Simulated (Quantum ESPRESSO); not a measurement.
# WS2: band structure with LDA

Crystal: WS2.

```
W S
1.0
     1.57900    0.91164    6.16333
    -1.57900    0.91164    6.16333
     0.00000   -1.82327    6.16333
W S
1 2
Direct
  0.00000 0.00000 0.00000
  0.58100 0.58100 0.58100
  0.75030 0.75030 0.75030
```

Measurements of this composition are mostly on another form, of space group No. 194.

```yaml
Program: Quantum ESPRESSO 7.5
Task: band structure
Functional: LDA
Potentials_or_basis: GBRV 1.5 LDA
Cutoff: 762 eV
Density_cutoff: 6095 eV
k_mesh: 10 × 10 × 10
Occupations: fermi-dirac, width 0.05 eV
Spin: no spin polarisation
Form_of_the_LDA_correlation: PZ81
Mixing_beta: 0.5
Most_SCF_iterations: 120
SCF_threshold: 6e-10 Ry
```

```
Pressure                : -3.3 GPa
Largest force           : 0.589 eV/Å
Band gap on the k mesh  : 0.99 eV, indirect (least direct gap 2.22 eV)
Band gap along the path : 0.94 eV, indirect (least direct gap 1.89 eV)
```

Forces in eV/Å, atoms in the order of the input:
```
W    0.000  0.000 -0.589
S    0.000  0.000  0.518
S    0.000  0.000  0.071
```

Stress tensor (GPa, compression positive):
```
-3.51  0.00  0.00
 0.00 -3.51  0.00
 0.00  0.00 -2.94
```

Levels at the corners of the path, in eV from the valence-band top:
| point | band 9 | band 10 | band 11 | band 12 | band 13 | band 14 | band 15 | band 16 | band 17 | band 18 |
| --- | --- | --- | --- | --- | --- | --- | --- | --- | --- | --- |
| Γ | -3.55 | -2.29 | -2.29 | -1.55 | -1.25 | 2.17 | 2.17 | 2.53 | 2.53 | 4.60 |
| L | -5.30 | -4.17 | -2.55 | -1.79 | -1.73 | 2.25 | 2.54 | 3.54 | 3.83 | 4.26 |
| B1 | -5.22 | -4.62 | -4.06 | -3.01 | -0.72 | 1.22 | 2.46 | 3.50 | 4.79 | 5.97 |
| B | -5.22 | -4.62 | -4.06 | -3.01 | -0.72 | 1.22 | 2.46 | 3.50 | 4.79 | 5.97 |
| Z | -3.57 | -3.57 | -2.26 | -2.26 | 0.00 | 2.28 | 2.28 | 2.37 | 2.37 | 4.84 |
| Γ | -3.55 | -2.29 | -2.29 | -1.55 | -1.25 | 2.17 | 2.17 | 2.53 | 2.53 | 4.60 |
| X | -5.26 | -4.63 | -3.99 | -3.05 | -0.70 | 1.19 | 2.47 | 3.45 | 4.84 | 5.74 |
| Q | -5.26 | -4.63 | -3.99 | -3.05 | -0.70 | 1.19 | 2.47 | 3.45 | 4.84 | 5.74 |
| F | -4.99 | -4.08 | -3.17 | -1.99 | -1.54 | 2.21 | 2.65 | 3.14 | 4.34 | 4.85 |
| P1 | -5.07 | -4.10 | -3.04 | -1.95 | -1.56 | 2.20 | 2.70 | 3.18 | 4.21 | 4.52 |
| Z | -3.57 | -3.57 | -2.26 | -2.26 | 0.00 | 2.28 | 2.28 | 2.37 | 2.37 | 4.84 |
| L | -5.30 | -4.17 | -2.55 | -1.79 | -1.73 | 2.25 | 2.54 | 3.54 | 3.83 | 4.26 |
| P | -5.07 | -4.10 | -3.04 | -1.95 | -1.56 | 2.20 | 2.70 | 3.18 | 4.21 | 4.52 |

Wall time 5.6 min on 2 MPI ranks on Intel(R) Xeon(R) Platinum 8488C (Sapphire Rapids), on a shared host, peak memory 0.62 GiB a rank.

Caveat: spin-orbit coupling is left out, which moves the levels of the heavy elements.
